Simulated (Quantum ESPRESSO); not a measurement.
## TiB2: equation of state with LDA

TiB2:

```
CELL_PARAMETERS angstrom
3.02920 0.00000 0.00000
-1.51460 2.62336 0.00000
0.00000 0.00000 3.22840
ATOMIC_POSITIONS crystal
Ti 0.00000 0.00000 0.00000
B 0.66667 0.33333 0.50000
B 0.33333 0.66667 0.50000
```

```yaml
Program: Quantum ESPRESSO 7.5
Task: equation of state
Functional: LDA
Potentials_or_basis: GBRV 1.5 LDA
Cutoff: 612 eV
Density_cutoff: 4898 eV
k_mesh: 10 × 10 × 8
Occupations: fermi-dirac, width 0.05 eV
Spin: no spin polarisation
```

The equilibrium volume is 8.21 Å³/atom. The bulk modulus at fixed shape and positions is 279 GPa and the pressure derivative of the bulk modulus is 3.9.

Energy against volume, from the lowest point:
| volume (Å³/atom) | energy (meV/atom) |
| --- | --- |
| 8.039 | 3.27 |
| 8.210 | 0.00 |
| 8.381 | 2.95 |
| 8.552 | 11.51 |
| 8.723 | 25.19 |
| 8.894 | 43.46 |
| 9.065 | 65.88 |

All runs of the series together: 37 s on 2 threads of Intel(R) Xeon(R) 6975P-C (Granite Rapids) (shared host).

Caveat: the cell was scaled at fixed shape and fractional positions, which overstates the stiffness of a crystal with free parameters, most of all of layers and chains.
